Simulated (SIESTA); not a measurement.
SnO2 (Cassiterite) under changes of volume

One of the cells (12.161 Å³/atom); the others are scaled copies at fixed shape and fractional positions:

```
CELL_PARAMETERS angstrom
4.76938 0.00000 0.00000
0.00000 4.76938 0.00000
0.00000 0.00000 3.20760
ATOMIC_POSITIONS crystal
Sn 0.50000 0.50000 0.50000
Sn 0.00000 0.00000 0.00000
O 0.80710 0.19290 0.50000
O 0.69290 0.69290 0.00000
O 0.19290 0.80710 0.50000
O 0.30710 0.30710 0.00000
```

| Quantity | Value |
| --- | --- |
| Program | SIESTA 5.4.2 |
| Functional | PBEsol |
| Potentials or basis | PseudoDojo 0.4 standard (PBEsol files) |
| Basis | DZP (energy shift 0.003 Ry; two zetas on semicore shells) |
| Grid cutoff | 800 Ry |
| Energy shift | 0.003 Ry |
| k mesh | 6 × 6 × 8 |
| Occupations | fermi-dirac, width 0.05 eV |
| Spin | no spin polarisation |

| volume (Å³/atom) | energy over the lowest point (meV/atom) | pressure (GPa) | gap on the mesh (eV) | largest force (eV/Å) |
| --- | --- | --- | --- | --- |
| 11.207 | ? | ? | ? | ? |
| 11.445 | 70.14 | 22.1 | 1.41 | 0.420 |
| 11.684 | 41.56 | 16.4 | 1.17 | 0.317 |
| 12.161 | 7.86 | 6.6 | 0.70 | 0.133 |
| 12.399 | 1.04 | 2.6 | 0.49 | 0.054 |
| 12.637 | 0.00 | -1.1 | 0.29 | 0.020 |

**Question.** What does the run at 11.207 Å³/atom give?

**Answer.** Energy over the lowest point 107.64 meV/atom; pressure 28.5 GPa; gap on the mesh 1.68 eV; largest force 0.529 eV/Å.

Worked out: A Birch-Murnaghan fit of order 3 (a polynomial in V^(-2/3)) to the other rows has its minimum at 12.56 Å³/atom with B0 = V·E''(V) = 189 GPa and B' = 4.8 at fixed shape and positions, which overstates the stiffness. It gives 107.58 meV/atom at 11.207 Å³/atom, against the run's 107.64, and -dE/dV = 28.5 GPa, against 28.5. A straight line through the other rows of the gap, of slope -11.4 eV per unit of ln V (its deformation potential), extrapolates to 1.64 eV, against the run's 1.68.

Energies are extrapolated to zero smearing.

Caveats: spin-orbit coupling is left out, which moves the levels of the heavy elements; the basis of atomic orbitals isn't converged, which shifts pressures, moduli and gaps.

A mesh can miss the band edges.
